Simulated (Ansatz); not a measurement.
**PbS: band structure with r2SCAN**

Crystal: PbS.

```
Pb S
1.0
     3.65366    0.00000    0.00000
     0.00000    3.65366    0.00000
     0.00000    0.00000    3.65366
Pb S
1 1
Direct
  0.00000 0.00000 0.00000
  0.50000 0.50000 0.50000
```

Measurements of this composition are mostly on another form, of space group No. 225.

* Program: Ansatz 0.2.0
* Task: band structure
* Functional: r2SCAN
* Potentials or basis: Ansatz PAW
* Cutoff: 500 eV (not typed: the program's choice for these potentials)
* k mesh: 7 × 7 × 7
* Occupations: fermi-dirac, width 0.05 eV
* Spin: spin-orbit coupling, no magnetisation
* Path: [["G", "X", "M", "G", "R", "X"], ["M", "R"]]
* Points for each segment of the path: 14

| Item | Value |
| --- | --- |
| Pressure | -1.2 GPa |
| Band gap on the k mesh | none (metal or under the smearing width) |

Levels at the corners of the path, in eV from the Fermi level:
```csv
point,band 18,band 19,band 20,band 21,band 22,band 23
Γ,-1.45,-1.45,-1.45,5.24,5.24,6.17
X,-0.41,0.02,0.02,0.49,0.49,3.73
M,-4.26,-0.25,-0.25,3.71,3.71,5.10
Γ,-1.45,-1.45,-1.45,5.24,5.24,6.17
R,-2.36,-2.36,-2.36,-1.23,-1.23,0.38
X,-0.41,0.02,0.02,0.49,0.49,3.73
M,-4.26,-0.25,-0.25,3.71,3.71,5.10
R,-2.36,-2.36,-2.36,-1.23,-1.23,0.38
```

It took 17 s on 2 threads of Arm Neoverse V2, with other jobs on the host, peak memory 0.54 GiB.

Caveat: the PAW data sets come from PBE, with cores solved anew for the run's functional, which leaves a small shift of forces and pressure.
